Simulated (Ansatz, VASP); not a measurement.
# MgO: VASP beside Ansatz

File POSCAR:

```
MgO
1.0
    2.6010506602      0.0000000000      0.0000000000
    0.0000000000      2.6010506602      0.0000000000
    0.0000000000      0.0000000000      2.6183176627
Mg O
1 1
Direct
    0.0000000000      0.0000000000      0.0000000000
    0.5000000000      0.5000000000      0.5000000000
```

Contents of INCAR.step1:

```
ALGO = Normal
EDIFF = 1E-4
ENCUT = 520
GGA = PE
ISMEAR = 0
LASPH = True
LCHARG = False
LREAL = False
LWAVE = True
NBANDS = 11
NELM = 60
PREC = Accurate
SIGMA = 0.01
```

File INCAR.step2:

```
ALGO = Normal
EDIFF = 1E-7
ENCUT = 520
ISIF = 2
ISMEAR = 0
ISTART = 1
LASPH = True
LCHARG = True
LELF = True
LMIXTAU = True
LREAL = False
LVHAR = True
LWAVE = False
METAGGA = R2SCAN
NBANDS = 11
NELM = 60
PREC = Accurate
SIGMA = 0.01
```

KPOINTS

```
k-points
0
Gamma
  10 10 10
```

Input for Ansatz:

```yaml
crystal:
  lattice:
    - [2.6010506602, 0.0, 0.0]
    - [0.0, 2.6010506602, 0.0]
    - [0.0, 0.0, 2.6183176627]
  atoms:
    - { symbol: Mg, position: [0.0, 0.0, 0.0] }
    - { symbol: O, position: [0.5, 0.5, 0.5] }
kpoints:
  mp_grid: { grid: [10, 10, 10] }
  band_path:
    path:
      - [0.0, 0.0, 0.0]
      - [0.0, 0.5, 0.0]
      - [0.5, 0.5, 0.0]
      - [0.5, 0.5, 0.5]
      - [0.0, 0.5, 0.5]
    npoints: 1
hamiltonian:
  xc: r2scan
scf:
  occupations: { method: fixed }
  n_extra_bands: 4
output:
  forces: true
  stress: true
  eigenvalues: true
```

Change from the starting cell: epitaxial_xy strain -0.9%.

Alike in both runs: task single point; functional r2SCAN; k mesh 10 × 10 × 10; no spin polarisation.

|  | VASP | Ansatz |
| --- | --- | --- |
| version | VASP 6.6.1 | Ansatz 0.2.0 |
| potentials or method | VASP PAW PBE potentials, release 64 (Mg, O) | plane waves, PAW |
| plane-wave cutoff (eV) | 520 | 500 |
| occupations | gaussian, width 0.01 eV | fixed |
| valence electrons in the cell | 8 | 16 |

```tsv
	VASP	Ansatz	Ansatz less VASP
gap on the k mesh at the Fermi level (eV)	3.61	3.65	+0.041
pressure (GPa)	1.9	3.1	+1.25
largest component of the traceless stress (GPa)	3.20	3.18	-0.017
```

The two sets of potentials don't hold the same shells in valence.

Caveats: the PAW data sets were made with another functional, which shifts forces and pressure a little (VASP). A k mesh can miss the band edges.
